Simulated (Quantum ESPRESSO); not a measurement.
# PtSe2 (Sudovikovite) (P-3m1) in Quantum ESPRESSO: convergence with smearing width

Aim: find how far smearing width must go before the results for PtSe2 (Sudovikovite) settle, at PBE. This setting moves, with any that are tied to it; all else stays.

Everything below comes from runs of Quantum ESPRESSO 7.5. Logs are shortened: lines on timing, memory, paths and dates and some standing lists are left out, and cuts for length are marked.

## 1. Starting point

It takes space group P-3m1 (No. 164, trigonal). Conventional cell: a = 3.724 Å, b = 3.724 Å, c = 5.062 Å, α = 90.00°, β = 90.00°, γ = 120.00°. Around Pt (site symmetry -3m) lie 6 Se at 2.49 Å. Se (site symmetry 3m) has 3 Pt at 2.49 Å as nearest neighbours.

## 2. With smearing width 0.5 eV

The input, pw.in:

```
&CONTROL
  calculation = 'scf'
  prefix = 'pwscf'
  outdir = './tmp'
  pseudo_dir = './pseudo'
  tprnfor = .true.
  tstress = .true.
  disk_io = 'nowf'
/
&SYSTEM
  ibrav = 0
  nat = 3
  ntyp = 2
  ecutwfc = 36
  ecutrho = 216
  nbnd = 18
  input_dft = 'pbe'
  occupations = 'smearing'
  smearing = 'mv'
  degauss = 0.03674932
/
&ELECTRONS
  conv_thr = 6d-10
  electron_maxstep = 120
  mixing_beta = 0.5
/
ATOMIC_SPECIES
Pt   195.0840 Pt.LDA_PW-JTH.UPF
Se    78.9710 Se.LDA_PW-JTH.UPF
CELL_PARAMETERS angstrom
   3.7240000000    0.0000000000    0.0000000000
  -1.8620000000    3.2250786037    0.0000000000
   0.0000000000    0.0000000000    5.0620000000
ATOMIC_POSITIONS crystal
Pt     0.0000000000    0.0000000000    0.0000000000
Se     0.6666666667    0.3333333333    0.7500000000
Se     0.3333333333    0.6666666667    0.2500000000
K_POINTS automatic
8 8 5 0 0 0
```

Potentials or basis: JTH 2.0 LDA.

Started as:

```console
OMP_NUM_THREADS=1 pw.x -in pw.in > pw.out
```

pw.out:

```text
This program is part of the open-source Quantum ESPRESSO suite
     for quantum simulation of materials; please cite
         "P. Giannozzi et al., J. Phys.:Condens. Matter 21 395502 (2009);
         "P. Giannozzi et al., J. Phys.:Condens. Matter 29 465901 (2017);
         "P. Giannozzi et al., J. Chem. Phys. 152 154105 (2020);
     in publications or presentations arising from this work. More details at

     file Pt.LDA_PW-JTH.UPF: wavefunction(s)  6S 0S 6P 0P 5D 0D renormalized
     file Se.LDA_PW-JTH.UPF: wavefunction(s)  0S 4P 0P renormalized

     IMPORTANT: XC functional enforced from input :
     Exchange-correlation= PBE
                           (   1   4   3   4   0   0   0)
     Any further DFT definition will be discarded
     Please, verify this is what you really want

     Message from routine setup:
     using ibrav=0 with symmetry is DISCOURAGED, use correct ibrav instead

     G-vector sticks info
     --------------------
     sticks:   dense  smooth     PW     G-vecs:    dense   smooth      PW
     Sum         745     499    151                22029    11995    2043

     Using Slab Decomposition

     bravais-lattice index     =            0
     lattice parameter (alat)  =       7.0373  a.u.
     unit-cell volume          =     410.2690 (a.u.)^3
     number of atoms/cell      =            3
     number of atomic types    =            2
     number of electrons       =        22.00
     number of Kohn-Sham states=           18
     kinetic-energy cutoff     =      36.0000  Ry
     charge density cutoff     =     216.0000  Ry
     scf convergence threshold =      6.0E-10
     mixing beta               =       0.5000
     number of iterations used =            8  plain     mixing
     Exchange-correlation= PBE
                           (   1   4   3   4   0   0   0)

     celldm(1)=   7.037340  celldm(2)=   0.000000  celldm(3)=   0.000000
     celldm(4)=   0.000000  celldm(5)=   0.000000  celldm(6)=   0.000000

     crystal axes: (cart. coord. in units of alat)
               a(1) = (   1.000000   0.000000   0.000000 )
               a(2) = (  -0.500000   0.866025   0.000000 )
               a(3) = (   0.000000   0.000000   1.359291 )

     reciprocal axes: (cart. coord. in units 2 pi/alat)
               b(1) = (  1.000000  0.577350 -0.000000 )
               b(2) = (  0.000000  1.154701  0.000000 )
               b(3) = (  0.000000 -0.000000  0.735678 )

     PseudoPot. # 1 for Pt read from file:
     Pt.LDA_PW-JTH.UPF
     Pseudo is Projector augmented-wave + core cor, Zval = 10.0
     Generated using ATOMPAW code
     Shape of augmentation charge: SINC**2
     Using radial grid of 1126 points,  6 beta functions with:
                l(1) =   0
                l(2) =   0
                l(3) =   1
                l(4) =   1
                l(5) =   2
                l(6) =   2
     Q(r) pseudized with 0 coefficients

     PseudoPot. # 2 for Se read from file:
     Se.LDA_PW-JTH.UPF
     Pseudo is Projector augmented-wave + core cor, Zval =  6.0
     Generated using ATOMPAW code
     Shape of augmentation charge: BESSEL
     Using radial grid of 1059 points,  4 beta functions with:
                l(1) =   0
                l(2) =   0
                l(3) =   1
                l(4) =   1
     Q(r) pseudized with 0 coefficients

     atomic species   valence    mass     pseudopotential
     Pt               10.00   195.08400     Pt( 1.00)
     Se                6.00    78.97100     Se( 1.00)

     12 Sym. Ops., with inversion, found

   Cartesian axes

     site n.     atom                  positions (alat units)
         1        Pt     tau(   1) = (   0.0000000   0.0000000   0.0000000  )
         2        Se     tau(   2) = (   0.5000000   0.2886751   1.0194683  )
         3        Se     tau(   3) = (  -0.0000000   0.5773503   0.3398228  )

     number of k points=    40  Marzari-Vanderbilt smearing, width (Ry)=  0.0367
                       cart. coord. in units 2pi/alat
        k(    1) = (   0.0000000   0.0000000   0.0000000), wk =   0.0062500
        k(    2) = (   0.0000000   0.0000000   0.1471355), wk =   0.0125000
        k(    3) = (   0.0000000   0.0000000   0.2942710), wk =   0.0125000
        k(    4) = (   0.0000000   0.1443376   0.0000000), wk =   0.0375000
        k(    5) = (   0.0000000   0.1443376   0.1471355), wk =   0.0375000
        k(    6) = (   0.0000000   0.1443376   0.2942710), wk =   0.0375000
[... 32 lines left out ...]
        k(   39) = (  -0.1250000   0.5051815  -0.1471355), wk =   0.0750000
        k(   40) = (  -0.1250000   0.5051815  -0.2942710), wk =   0.0750000

     Dense  grid:    22029 G-vectors     FFT dimensions: (  36,  36,  45)

     Smooth grid:    11995 G-vectors     FFT dimensions: (  27,  27,  40)

     Check: negative core charge=   -0.000004

     Initial potential from superposition of free atoms

     starting charge      21.9997, renormalised to      22.0000

     negative rho (up, down):  2.142E-04 0.000E+00
     Starting wfcs are   34 randomized atomic wfcs

     Self-consistent Calculation

     iteration #  1     ecut=    36.00 Ry     beta= 0.50
     Davidson diagonalization with overlap
     ethr =  1.00E-02,  avg # of iterations =  5.6

     negative rho (up, down):  6.719E-04 0.000E+00

     total energy              =   -1125.39629140 Ry
     estimated scf accuracy    <       0.22916392 Ry

     iteration #  2     ecut=    36.00 Ry     beta= 0.50
     Davidson diagonalization with overlap
     ethr =  1.04E-03,  avg # of iterations =  3.0
[... 46 lines left out ...]
     negative rho (up, down):  8.922E-04 0.000E+00

     total energy              =   -1125.52252083 Ry
     estimated scf accuracy    <       0.00000071 Ry

     iteration #  8     ecut=    36.00 Ry     beta= 0.50
     Davidson diagonalization with overlap
     c_bands:  1 eigenvalues not converged
     ethr =  3.24E-09,  avg # of iterations =  1.9

     negative rho (up, down):  8.924E-04 0.000E+00

     total energy              =   -1125.52252084 Ry
     estimated scf accuracy    <       0.00000039 Ry

     iteration #  9     ecut=    36.00 Ry     beta= 0.50
     Davidson diagonalization with overlap
     ethr =  1.77E-09,  avg # of iterations =  1.1
[... 15 lines left out ...]
     iteration # 11     ecut=    36.00 Ry     beta= 0.50
     Davidson diagonalization with overlap
     ethr =  8.11E-12,  avg # of iterations =  2.1

     negative rho (up, down):  8.919E-04 0.000E+00

     End of self-consistent calculation

          k = 0.0000 0.0000 0.0000 (  1507 PWs)   bands (ev):

    -5.6823  -2.8743   2.8417   3.5540   3.5540   6.0282   6.0282   7.4648
     8.9759   8.9759  10.4471  11.4931  11.4931  13.6678  14.2437  17.3880
    17.3880  21.9836

          k = 0.0000 0.0000 0.1471 (  1488 PWs)   bands (ev):

    -5.5364  -3.2206   3.3604   3.5715   3.5715   6.0164   6.0164   7.4288
     8.8105   8.8105   9.5988  11.7837  11.7837  13.9823  15.0825  17.2387
    17.2387  20.9932
[... 223 lines left out ...]
          k =-0.1250 0.5052-0.2943 (  1504 PWs)   bands (ev):

    -3.8424  -3.6933   2.7296   3.7989   4.5147   5.0990   5.7716   6.5365
     6.6360   7.6296   8.1061  10.9938  12.1162  14.8721  15.8334  17.7670
    19.1504  19.6255

     the Fermi energy is     9.9510 ev

!    total energy              =   -1125.52252088 Ry
     total all-electron energy =     -1125.522521 Ry
     estimated scf accuracy    <          1.5E-10 Ry
     smearing contrib. (-TS)   =       0.00097231 Ry
     internal energy E=F+TS    =   -1125.52349319 Ry

     The total energy is F=E-TS. E is the sum of the following terms:
     one-electron contribution =       4.13959066 Ry
     hartree contribution      =      16.28858267 Ry
     xc contribution           =     -33.15561028 Ry
     ewald contribution        =     -86.18226564 Ry
     one-center paw contrib.   =   -1026.61379060 Ry

     convergence has been achieved in  11 iterations

     negative rho (up, down):  8.919E-04 0.000E+00

     Forces acting on atoms (cartesian axes, Ry/au):

     atom    1 type  1   force =     0.00000000    0.00000000    0.00000000
     atom    2 type  2   force =     0.00000000    0.00000000   -0.02358391
     atom    3 type  2   force =    -0.00000000    0.00000000    0.02358391

     Total force =     0.033353     Total SCF correction =     0.000009

     Computing stress (Cartesian axis) and pressure

     negative rho (up, down):  8.919E-04 0.000E+00
          total   stress  (Ry/bohr**3)                   (kbar)     P=       73.37
   0.00055198   0.00000000   0.00000000           81.20        0.00        0.00
   0.00000000   0.00055198   0.00000000            0.00       81.20        0.00
   0.00000000   0.00000000   0.00039229            0.00        0.00       57.71

=------------------------------------------------------------------------------=
   JOB DONE.
=------------------------------------------------------------------------------=
```

It took 33 s on 1 thread of Arm Neoverse V1, shared host; peak memory 0.14 GiB.

Results:

| Property | Result |
| --- | --- |
| Free energy | -15313.5140 eV |
| Pressure | 7.3 GPa |
| Largest force | 0.606 eV/Å |
| Band gap on the k mesh | none (metal or under the smearing width) |

## 3. With smearing width 0.3 eV

pw.in, as its differences from that of step 2:

```diff
@@ -19,3 +19,3 @@
   smearing = 'mv'
-  degauss = 0.03674932
+  degauss = 0.02204959
 /
```

Potentials or basis: JTH 2.0 LDA.

Started as:

```console
OMP_NUM_THREADS=1 pw.x -in pw.in > pw.out
```

It took 31 s on 1 thread of Arm Neoverse V1, shared host; peak memory 0.14 GiB.

Results:

```
Free energy            : -15313.5155 eV
Pressure               : 7.4 GPa
Largest force          : 0.626 eV/Å
Band gap on the k mesh : none (metal or under the smearing width)
```

## 4. With smearing width 0.2 eV

pw.in, as its differences from that of step 3:

```diff
@@ -19,3 +19,3 @@
   smearing = 'mv'
-  degauss = 0.02204959
+  degauss = 0.01469973
 /
```

Started as:

```console
OMP_NUM_THREADS=1 pw.x -in pw.in > pw.out
```

Wall time 34 s (1 thread of Arm Neoverse V1, shared host); peak memory 0.14 GiB.

Results:

* Free energy: -15313.5146 eV
* Pressure: 7.4 GPa
* Largest force: 0.637 eV/Å
* Band gap on the k mesh: none (metal or under the smearing width)

## 5. With smearing width 0.136 eV

pw.in, as its differences from that of step 4:

```diff
@@ -19,3 +19,3 @@
   smearing = 'mv'
-  degauss = 0.01469973
+  degauss = 0.00999582
 /
```

Started as:

```console
OMP_NUM_THREADS=1 pw.x -in pw.in > pw.out
```

Run time: 39 s. Hardware: 1 thread of Arm Neoverse V1, shared host; peak memory 0.14 GiB.

What came out:

```yaml
Free_energy: -15313.5136 eV
Pressure: 7.4 GPa
Largest_force: 0.638 eV/Å
Band_gap_on_the_k_mesh: none (metal or under the smearing width)
```

## 6. With smearing width 0.1 eV

pw.in, as its differences from that of step 5:

```diff
@@ -19,3 +19,3 @@
   smearing = 'mv'
-  degauss = 0.00999582
+  degauss = 0.00734986
 /
```

Potentials or basis: JTH 2.0 LDA.

Started as:

```console
OMP_NUM_THREADS=1 pw.x -in pw.in > pw.out
```

It took 40 s on 1 thread of Arm Neoverse V1, shared host; peak memory 0.14 GiB.

Results (log left out):

```
Free energy            : -15313.5130 eV
Pressure               : 7.4 GPa
Largest force          : 0.633 eV/Å
Band gap on the k mesh : none (metal or under the smearing width)
```

## 7. With smearing width 0.05 eV

pw.in, as its differences from that of step 6:

```diff
@@ -19,3 +19,3 @@
   smearing = 'mv'
-  degauss = 0.00734986
+  degauss = 0.00367493
 /
```

Started as:

```console
OMP_NUM_THREADS=1 pw.x -in pw.in > pw.out
```

Run time: 39 s. Hardware: 1 thread of Arm Neoverse V1, shared host; peak memory 0.14 GiB.

The run converged. Its results:

```yaml
Free_energy: -15313.5123 eV
Pressure: 7.5 GPa
Largest_force: 0.616 eV/Å
Band_gap_on_the_k_mesh: none (metal or under the smearing width)
```

## 8. With smearing width 0.025 eV

pw.in, as its differences from that of step 7:

```diff
@@ -19,3 +19,3 @@
   smearing = 'mv'
-  degauss = 0.00367493
+  degauss = 0.00183747
 /
```

Started as:

```console
OMP_NUM_THREADS=1 pw.x -in pw.in > pw.out
```

Run time: 37 s. Hardware: 1 thread of Arm Neoverse V1, shared host; peak memory 0.14 GiB.

The run converged. Its results:

* Free energy: -15313.5122 eV
* Pressure: 7.5 GPa
* Largest force: 0.607 eV/Å
* Band gap on the k mesh: none (metal or under the smearing width)

## 9. With smearing width 0.01 eV

pw.in, as its differences from that of step 8:

```diff
@@ -19,3 +19,3 @@
   smearing = 'mv'
-  degauss = 0.00183747
+  degauss = 0.00073499
 /
```

Potentials or basis: JTH 2.0 LDA.

Started as:

```console
OMP_NUM_THREADS=1 pw.x -in pw.in > pw.out
```

Run time: 34 s. Hardware: 1 thread of Arm Neoverse V1, shared host; peak memory 0.14 GiB.

It converged, with:

```
Free energy            : -15313.5122 eV
Pressure               : 7.5 GPa
Largest force          : 0.612 eV/Å
Band gap on the k mesh : none (metal or under the smearing width)
```

## 10. The series at a glance

```
smearing width  energy less the tightest run, at zero smearing (meV/atom)  pressure (GPa)  largest force (eV/Å)  SCF cycles  CPU time (s)  peak memory (GiB)
        0.5 eV                                                      -0.62            7.34                 0.606          11            33               0.14
        0.3 eV                                                      -1.12            7.43                 0.626          10            31               0.14
        0.2 eV                                                      -0.81            7.43                 0.637          11            34               0.14
      0.136 eV                                                      -0.48            7.44                 0.638          11            39               0.14
        0.1 eV                                                      -0.29            7.44                 0.633          11            40               0.14
       0.05 eV                                                      -0.05            7.46                 0.616          10            39               0.14
      0.025 eV                                                      -0.03            7.46                 0.607          11            37               0.14
       0.01 eV                                                       0.00            7.46                 0.612          10            34               0.14
```

Against the tightest run, the energy stays within 1 meV/atom from 0.2 eV on; the pressure stays within 0.1 GPa from 0.3 eV on; the largest force stays within 0.005 eV/Å from 0.05 eV on. Narrower smearing needs a denser k mesh, so at a fixed mesh the narrowest width isn't the most accurate. The tightest run that finished is the yardstick and may itself not be fully converged.

Caveats: the potentials were made for another functional, which shifts forces and pressure; the cutoff is low for these files, which shifts pressure and relaxed volume.
